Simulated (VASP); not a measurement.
# CdSe (Cadmoselite) (P6_3mc) in VASP: a series of runs

Runs on CdSe (Cadmoselite). Level: HSE06. Tasks: single point.

All numbers are computed with VASP 6.6.1; they aren't measurements. Logs are shortened: lines on timing, memory, paths and dates and some standing lists are left out, and cuts for length are marked.

## Step 1: The crystal as given

The structure is hexagonal, space group P6_3mc (No. 186). Conventional cell: a = 4.300 Å, b = 4.300 Å, c = 7.020 Å, α = 90.00°, β = 90.00°, γ = 120.00°. Cd (site symmetry 3m) is surrounded by 4 Se at 2.61 to 2.70 Å. Se (site symmetry 3m) is surrounded by 4 Cd at 2.61 to 2.70 Å.

## Step 2: Single point, HSE06

The input, POSCAR:

```
CdSe
1.0
    4.3000000000      0.0000000000      0.0000000000
   -2.1500000000      3.7239092363      0.0000000000
    0.0000000000      0.0000000000      7.0200000000
Cd Se
2 2
Direct
    0.6666666667      0.3333333333      0.5000000000
    0.3333333333      0.6666666667      0.0000000000
    0.6666666667      0.3333333333      0.8850000000
    0.3333333333      0.6666666667      0.3850000000
```

The input, INCAR.step1:

```
SYSTEM = CdSe
PREC = Accurate
ENCUT = 400
EDIFF = 1E-5
ISMEAR = 0
SIGMA = 0.01
LREAL = .FALSE.
LASPH = .TRUE.
NELM = 100
ALGO = Normal
ISIF = 2
LWAVE = .TRUE.
LCHARG = .FALSE.
NBANDS = 26
NKRED = 1
GGA = PE
```

The input, INCAR.step2:

```
SYSTEM = CdSe
PREC = Accurate
ENCUT = 400
EDIFF = 1E-6
ISMEAR = 0
SIGMA = 0.01
LREAL = .FALSE.
LASPH = .TRUE.
NELM = 100
ALGO = Normal
ISIF = 2
LWAVE = .FALSE.
LCHARG = .FALSE.
GGA = PE
LHFCALC = .TRUE.
HFSCREEN = 0.2
PRECFOCK = Fast
NBANDS = 26
NKRED = 1
ISTART = 1
```

The input, KPOINTS:

```
regular mesh
0
G
  2 2 1
  0 0 0
```

Potentials or basis: VASP PAW PBE potentials, release 64 (Cd, Se).

The run is started by

```console
cat potpaw_PBE.64/Cd/POTCAR potpaw_PBE.64/Se/POTCAR > POTCAR
cp INCAR.step1 INCAR
mpirun -np 1 vasp_std > vasp.out
cp INCAR.step2 INCAR
mpirun -np 1 vasp_std > vasp.out
```

OUTCAR:

```text
SYSTEM = CdSe
   PREC = Accurate
   ENCUT = 400
   EDIFF = 1E-6
   ISMEAR = 0
   LREAL = .FALSE.
   LASPH = .TRUE.
   NELM = 100
   ISIF = 2
   GGA = PE
   LHFCALC = .TRUE.
   HFSCREEN = 0.2
   PRECFOCK = Fast
   NKRED = 1
   ISTART = 1

 Found      2 irreducible k-points:

 Following reciprocal coordinates:
            Coordinates               Weight
  0.000000  0.000000  0.000000      1.000000
  0.500000 -0.000000  0.000000      3.000000
   k-points           NKPTS =      2   k-points in BZ     NKDIM =      4   number of bands    NBANDS=     26
   number of dos      NEDOS =    301   number of ions     NIONS =      4
   total plane-waves  NPLWV =  37632
   dimension x,y,z NGX =    28 NGY =   28 NGZ =   48
   dimension x,y,z NGXF=    56 NGYF=   56 NGZF=   96
   ions per type =               2   2
   NGX,Y,Z   is equivalent  to a cutoff of  10.83, 10.83, 11.37 a.u.
   NGXF,Y,Z  is equivalent  to a cutoff of  21.65, 21.65, 22.73 a.u.
 SYSTEM =  CdSe
   PREC   = accura    normal or accurate (medium, high low for compatibility)
   ISTART =      1    job   : 0-new  1-cont  2-samecut
   ICHARG =      0    charge: 1-file 2-atom 10-const
   ISPIN  =      1    spin polarized calculation?
   LNONCOLLINEAR =      F non collinear calculations
   LSORBIT =      F    spin-orbit coupling
   LASPH  =      T    aspherical Exc in radial PAW
   ENCUT  =  400.0 eV  29.40 Ry    5.42 a.u.   7.01  7.01 11.45*2*pi/ulx,y,z
   NELM   =    100;   NELMIN=  2; NELMDL=  0     # of ELM steps
   EDIFF  = 0.1E-05   stopping-criterion for ELM
   LREAL  =      F    real-space projection
   EDIFFG = 0.1E-04   stopping-criterion for IOM
   NSW    =      0    number of steps for IOM
   IBRION =     -1    ionic relax: 0-MD 1-quasi-New 2-CG
   NFREE  =      0    steps in history (QN), initial steepest desc. (CG)
   ISIF   =      2    stress and relaxation
   ISYM   =      3    0-nonsym 1-usesym 2-fastsym
   POTIM  = 0.5000    time-step for ionic-motion
   TEBEG  =    0.0;   TEEND  =   0.0 temperature during run
   PSTRESS=    0.0 pullay stress
   NELECT =      36.0000    total number of electrons
   NUPDOWN=      -1.0000    fix difference up-down
   EMIN   =  10.00;   EMAX   =-10.00  energy-range for DOS
   EFERMI =   0.00;   METHOD = LEGACY
   ISMEAR =     0;   SIGMA  =   0.01  broadening in eV -4-tet -1-fermi 0-gaus
   EFERMI_NEDOS =   21; number of points for ismear=-14 and -15
   IALGO  =     38    algorithm
   IMIX   =      1    mixing-type and parameters
     AMIX     =   0.40;   BMIX     =  1.00
     AMIX_MAG =   1.60;   BMIX_MAG =  1.00
  volume/ion in A,a.u.               =      28.10       189.64
  Fermi-wavevector in a.u.,A,eV,Ry     =   1.120059  2.116604 17.068937  1.254531
  Thomas-Fermi vector in A             =   2.256702
   LORBIT       =      0    0 simple, 1 ext, 2 COOP (PROOUT), +10 PAW based schemes
   GGA     = PE    functional components
   LHFCALC =     T    Hartree Fock is set to
   PRECFOCK=fast      Normal, Fast or Accurate (Low or Medium for compatibility)
   ENCUT4O =  -1.0   cutoff for four orbital integrals eV
   NKREDX  =     1    reduce k-point grid by
   NKREDY  =     1    reduce k-point grid by
   NKREDZ  =     1    reduce k-point grid by
   AEXX    =    0.2500 exact exchange contribution
   HFSCREEN=    0.2000 screening length (either q_TF or 0.3 A-1)
   HFSCREENC=   0.2000 screening length for correlation (either q_TF or 0.3 A-1)
   ENCUTFOCK=  -1.0 apply spherical cutoff to Coloumb kernel
   IVDW    =     0    specifies the selected vdW correction
   LEPSILON=     F    determine dielectric tensor
   LRPA    =     F    only Hartree local field effects (RPA)
 non-spin polarized calculation
 Gauss-broadening in eV      SIGMA  =   0.01
  energy-cutoff  :      400.00
  volume of cell :      112.41
 maximum number of plane-waves:      2036
 NGX is ok and might be reduce to    28
  NGX = 16; NGY = 16; NGZ = 28

 number of electron      35.9999993 magnetization

 Free energy of the ion-electron system (eV)
  ---------------------------------------------------
  ext. energy  EPLUGINS =         0.00000000
  ---------------------------------------------------
  free energy    TOTEN  =       -13.03048994 eV

  energy without entropy =      -13.03048994  energy(sigma->0) =      -13.03048994

 E-fermi :   0.4603     XC(G=0):  -7.3355

 val. band max:        0.4026378729   @ k =   0.0000   0.0000   0.0000
 cond. band min:       2.1813545064   @ k =   0.0000   0.0000   0.0000
 fundamental gap:      1.7787166336
 Fermi energy:         0.4602889416

 k-point     1 :       0.0000    0.0000    0.0000
  band No.  band energies     occupation
      1     -13.2337      2.00000
      2     -12.8273      2.00000
      3      -8.8573      2.00000
      4      -8.8573      2.00000
      5      -8.8020      2.00000
      6      -8.8020      2.00000
[... 18 lines left out ...]
     25       8.5166      0.00000
     26       9.3190      0.00000

 k-point     2 :       0.5000   -0.0000    0.0000
  band No.  band energies     occupation
      1     -12.8315      2.00000
      2     -12.7044      2.00000
      3      -8.7494      2.00000
      4      -8.7412      2.00000
      5      -8.6382      2.00000
      6      -8.5836      2.00000
[... 18 lines left out ...]
     25       9.3750      0.00000
     26      11.1980      0.00000

------------------------ aborting loop because EDIFF is reached ----------------------------------------

  FORCE on cell =-STRESS in cart. coord.  units (eV):
  Direction    XX          YY          ZZ          XY          YZ          ZX
  --------------------------------------------------------------------------------------
  -------------------------------------------------------------------------------------
  Total        3.7756671      3.7756671     -3.0424968      0.0000000      0.0000000      0.0000000
  in kB       53.8145382     53.8145382    -43.3646708      0.0000000      0.0000000      0.0000000
  external PRESSURE =      21.4214685 kB  Pullay stress =       0.0000000 kB

 VOLUME and BASIS-vectors are now :
 -----------------------------------------------------------------------------
  energy-cutoff  :      400.00
  volume of cell :      112.41
      direct lattice vectors                 reciprocal lattice vectors
     4.300000000  0.000000000  0.000000000     0.232558140  0.134267504  0.000000000
    -2.150000000  3.723909236  0.000000000     0.000000000  0.268535009  0.000000000
     0.000000000  0.000000000  7.020000000     0.000000000  0.000000000  0.142450142

 POSITION                                       TOTAL-FORCE (eV/Angst)
 -----------------------------------------------------------------------------------
      2.15000      1.24130      3.51000         0.000000     -0.000000      0.387609
     -0.00000      2.48261      0.00000        -0.000000      0.000000      0.387609
      2.15000      1.24130      6.21270        -0.000000      0.000000     -0.387609
     -0.00000      2.48261      2.70270         0.000000     -0.000000     -0.387609
 -----------------------------------------------------------------------------------
    total drift:                               -0.000000     -0.000000     -0.000212

  FREE ENERGIE OF THE ION-ELECTRON SYSTEM (eV)
  ---------------------------------------------------
  free  energy   TOTEN  =       -13.0304899399 eV

  energy  without entropy=      -13.0304899399  energy(sigma->0) =      -13.03048994
```

OUTCAR.step1:

```text
SYSTEM = CdSe
   PREC = Accurate
   ENCUT = 400
   EDIFF = 1E-5
   ISMEAR = 0
   LREAL = .FALSE.
   LASPH = .TRUE.
   NELM = 100
[... 165 lines left out ...]
     -0.00000      2.48261      0.00000        -0.000000      0.000000      0.419397
      2.15000      1.24130      6.21270         0.000000      0.000000     -0.419397
     -0.00000      2.48261      2.70270         0.000000      0.000000     -0.419397
 -----------------------------------------------------------------------------------
    total drift:                               -0.000000     -0.000000     -0.000260

  FREE ENERGIE OF THE ION-ELECTRON SYSTEM (eV)
  ---------------------------------------------------
  free  energy   TOTEN  =        -9.8697501025 eV

  energy  without entropy=       -9.8697501025  energy(sigma->0) =       -9.86975010
```

OSZICAR.step1:

```text
N       E                     dE             d eps       ncg     rms          rms(c)
DAV:   1     0.207356206487E+03    0.20736E+03   -0.14778E+04   104   0.101E+03
DAV:   2    -0.189438551356E+00   -0.20755E+03   -0.19869E+03   116   0.283E+02
DAV:   3    -0.107794123134E+02   -0.10590E+02   -0.10523E+02   110   0.644E+01
DAV:   4    -0.108621786012E+02   -0.82766E-01   -0.82684E-01   118   0.541E+00
DAV:   5    -0.108627088754E+02   -0.53027E-03   -0.53022E-03   118   0.383E-01    0.948E+00
DAV:   6    -0.992327537840E+01    0.93943E+00   -0.16079E+00   122   0.117E+01    0.759E+00
DAV:   7    -0.986771924529E+01    0.55556E-01   -0.73846E-01   110   0.421E+00    0.295E+00
DAV:   8    -0.986860007558E+01   -0.88083E-03   -0.69022E-02   116   0.257E+00    0.445E-01
DAV:   9    -0.986919603871E+01   -0.59596E-03   -0.78666E-03   114   0.988E-01    0.122E-01
DAV:  10    -0.986958948243E+01   -0.39344E-03   -0.96651E-04   108   0.298E-01    0.869E-02
DAV:  11    -0.986975753468E+01   -0.16805E-03   -0.30169E-04   114   0.955E-02    0.257E-02
DAV:  12    -0.986975010247E+01    0.74322E-05   -0.49304E-05   110   0.706E-02
   1 F= -.98697501E+01 E0= -.98697501E+01  d E =-.156398E-14
```

Wall time 59 s (1 thread of AMD EPYC 7R43 (Zen 3), shared host); peak memory 0.24 GiB.

The run converged, but some of its settings lie outside the range that counts as converged, so its numbers aren't taken as properties of the crystal.

Results:

```
Free energy            : -13.0305 eV
Pressure               : 2.1 GPa
Largest force          : 0.388 eV/Å
Band gap on the k mesh : 1.78 eV, direct
```

Caveat: the k mesh is coarse (spacing up to 0.90 Å⁻¹), so the values aren't converged, least of all with exact exchange; the PAW data sets were made with another functional, which shifts forces and pressure a little.

## Step 3: Single point, HSE06

POSCAR is that of step 2.

INCAR.step1, as its differences from that of step 2:

```diff
@@ -2,3 +2,3 @@
 PREC = Accurate
-ENCUT = 400
+ENCUT = 340
 EDIFF = 1E-5
```

INCAR.step2, as its differences from that of step 2:

```diff
@@ -2,3 +2,3 @@
 PREC = Accurate
-ENCUT = 400
+ENCUT = 340
 EDIFF = 1E-6
```

The input, KPOINTS:

```
regular mesh
0
G
  3 3 2
  0 0 0
```

Potentials or basis: VASP PAW PBE potentials, release 64 (Cd, Se).

The run is started by

```console
cat potpaw_PBE.64/Cd/POTCAR potpaw_PBE.64/Se/POTCAR > POTCAR
cp INCAR.step1 INCAR
mpirun -np 1 vasp_std > vasp.out
cp INCAR.step2 INCAR
mpirun -np 1 vasp_std > vasp.out
```

OUTCAR:

```text
SYSTEM = CdSe
   PREC = Accurate
   ENCUT = 340
   EDIFF = 1E-6
   ISMEAR = 0
   LREAL = .FALSE.
   LASPH = .TRUE.
   NELM = 100
   ISIF = 2
   GGA = PE
   LHFCALC = .TRUE.
   HFSCREEN = 0.2
   PRECFOCK = Fast
   NKRED = 1
   ISTART = 1

 Found      6 irreducible k-points:

 Following reciprocal coordinates:
            Coordinates               Weight
  0.000000  0.000000  0.000000      1.000000
  0.333333 -0.000000  0.000000      6.000000
  0.333333  0.333333  0.000000      2.000000
  0.000000  0.000000  0.500000      1.000000
  0.333333 -0.000000  0.500000      6.000000
  0.333333  0.333333  0.500000      2.000000
   k-points           NKPTS =      6   k-points in BZ     NKDIM =     18   number of bands    NBANDS=     26
   number of dos      NEDOS =    301   number of ions     NIONS =      4
   total plane-waves  NPLWV =  32928
   dimension x,y,z NGX =    28 NGY =   28 NGZ =   42
   dimension x,y,z NGXF=    56 NGYF=   56 NGZF=   84
   ions per type =               2   2
   NGX,Y,Z   is equivalent  to a cutoff of  10.83, 10.83,  9.95 a.u.
   NGXF,Y,Z  is equivalent  to a cutoff of  21.65, 21.65, 19.89 a.u.
 SYSTEM =  CdSe
[... 65 lines left out ...]
  energy without entropy =      -13.49268768  energy(sigma->0) =      -13.49268768

 E-fermi :   0.4115     XC(G=0):  -7.3605

 val. band max:        0.3650245529   @ k =   0.0000   0.0000   0.0000
 cond. band min:       2.0440425160   @ k =   0.0000   0.0000   0.0000
 fundamental gap:      1.6790179631
 Fermi energy:         0.4115439846

 k-point     1 :       0.0000    0.0000    0.0000
  band No.  band energies     occupation
      1     -13.3369      2.00000
      2     -12.9367      2.00000
      3      -8.7922      2.00000
      4      -8.7922      2.00000
      5      -8.7381      2.00000
      6      -8.7354      2.00000
[... 163 lines left out ...]
     25      10.4138      0.00000
     26      10.4151      0.00000

------------------------ aborting loop because EDIFF is reached ----------------------------------------

  FORCE on cell =-STRESS in cart. coord.  units (eV):
  Direction    XX          YY          ZZ          XY          YZ          ZX
  --------------------------------------------------------------------------------------
  -------------------------------------------------------------------------------------
  Total        2.0986192      2.0986192     -0.0106584      0.0000000      0.0000000      0.0000000
  in kB       29.9115943     29.9115943     -0.1519138      0.0000000      0.0000000      0.0000000
  external PRESSURE =      19.8904250 kB  Pullay stress =       0.0000000 kB

 VOLUME and BASIS-vectors are now :
 -----------------------------------------------------------------------------
  energy-cutoff  :      340.00
  volume of cell :      112.41
      direct lattice vectors                 reciprocal lattice vectors
     4.300000000  0.000000000  0.000000000     0.232558140  0.134267504  0.000000000
    -2.150000000  3.723909236  0.000000000     0.000000000  0.268535009  0.000000000
     0.000000000  0.000000000  7.020000000     0.000000000  0.000000000  0.142450142

 POSITION                                       TOTAL-FORCE (eV/Angst)
 -----------------------------------------------------------------------------------
      2.15000      1.24130      3.51000         0.000000     -0.000000      0.332725
     -0.00000      2.48261      0.00000         0.000000      0.000000      0.332725
      2.15000      1.24130      6.21270        -0.000000      0.000000     -0.332725
     -0.00000      2.48261      2.70270        -0.000000      0.000000     -0.332725
 -----------------------------------------------------------------------------------
    total drift:                               -0.000000     -0.000000     -0.000210

  FREE ENERGIE OF THE ION-ELECTRON SYSTEM (eV)
  ---------------------------------------------------
  free  energy   TOTEN  =       -13.4926876784 eV

  energy  without entropy=      -13.4926876784  energy(sigma->0) =      -13.49268768
```

OSZICAR.step1:

```text
N       E                     dE             d eps       ncg     rms          rms(c)
DAV:   1     0.185252609223E+03    0.18525E+03   -0.13520E+04   312   0.887E+02
DAV:   2    -0.291600098685E+01   -0.18817E+03   -0.18369E+03   350   0.262E+02
DAV:   3    -0.114430968151E+02   -0.85271E+01   -0.84925E+01   372   0.578E+01
DAV:   4    -0.114926119775E+02   -0.49515E-01   -0.49501E-01   352   0.418E+00
DAV:   5    -0.114929183503E+02   -0.30637E-03   -0.30637E-03   332   0.310E-01    0.928E+00
DAV:   6    -0.107193780418E+02    0.77354E+00   -0.12346E+00   348   0.108E+01    0.731E+00
DAV:   7    -0.106772166367E+02    0.42161E-01   -0.60287E-01   336   0.389E+00    0.256E+00
DAV:   8    -0.106746933871E+02    0.25232E-02   -0.63233E-02   318   0.245E+00    0.422E-01
DAV:   9    -0.106750854413E+02   -0.39205E-03   -0.80370E-03   340   0.986E-01    0.107E-01
DAV:  10    -0.106752583280E+02   -0.17289E-03   -0.85870E-04   340   0.323E-01    0.731E-02
DAV:  11    -0.106753743353E+02   -0.11601E-03   -0.22503E-04   318   0.811E-02    0.238E-02
DAV:  12    -0.106753753538E+02   -0.10185E-05   -0.28701E-05   338   0.541E-02
   1 F= -.10675375E+02 E0= -.10675375E+02  d E =-.292718E-11
```

Wall time 5.7 min (1 thread of AMD EPYC 7R43 (Zen 3), shared host); peak memory 0.24 GiB.

The run converged, but some of its settings lie outside the range that counts as converged, so its numbers aren't taken as properties of the crystal.

What came out:

```yaml
Free_energy: -13.4927 eV
Pressure: 2.0 GPa
Largest_force: 0.333 eV/Å
Band_gap_on_the_k_mesh: 1.68 eV, direct
```

Caveat: the k mesh is coarse (spacing up to 0.56 Å⁻¹), so the values aren't converged, least of all with exact exchange; the cutoff is under 1.25 times the usual one of these potentials, so pressure, stress and relaxed cells hold a basis-set (Pulay) error; the PAW data sets were made with another functional, which shifts forces and pressure a little.

(Continued in part 2 of 2.)
